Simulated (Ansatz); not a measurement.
Here is an Ansatz 0.2.0 calculation.

File input.yaml:

```yaml
crystal:
  lattice:
    - [3.0281773497, 0.0, 0.0]
    - [0.0, 3.0281773497, 0.0]
    - [0.0, 0.0, 3.0281773497]
  atoms:
    - { symbol: Sb, position: [0.0, 0.0, 0.0], spin: 0.5 }
hamiltonian:
  xc: mr2scan
  pseudopotentials:
    kind: nc
    accuracy: standard
    azcp: { Sb: Sb_ONCV_PBE-1.2.nc.azcp }
magnetization:
  spin_polarized: true
kpoints:
  mp_grid: { grid: [8, 8, 8] }
scf:
  occupations: { method: fermi_dirac, width: 0.05 }
output:
  forces: true
  stress: true
relax:
  f_tol: 0.01
  max_steps: 40
  cell: { stress_tol: 0.05 }
```

Potentials or basis: SG15 NC.

Command:

```console
$ ansatz run input.yaml --threads 1 --pin off --max-ram 2560MiB --backend cpu --events-out ev --progress --plain --runs-dir out
```

Problem. What does it give for the net moment?

Solution. 0.00 μB per cell.

Problem. Estimate the space group after relaxing (to 0.05 Å).

Solution. Pm-3m (No. 221).

Problem. Estimate the relaxed volume.

Solution. 28.94 Å³/atom.

Step by step:
```csv
step,energy change (eV),largest force (eV/Å),volume (Å³)
1,0.0000,0.0000,27.77
2,-0.0037,0.0000,29.92
3,-0.0102,0.0000,29.01
4,-0.0103,0.0000,28.94
5,-0.0105,0.0000,28.94
```

Caveat: the plane-wave basis is chosen anew once the cell has moved, so the energies of steps on either side of that aren't comparable; the potentials were made for another functional, which shifts forces and pressure; the starting moments weren't kept. Spin-orbit coupling is left out, which matters for the levels of Sb.
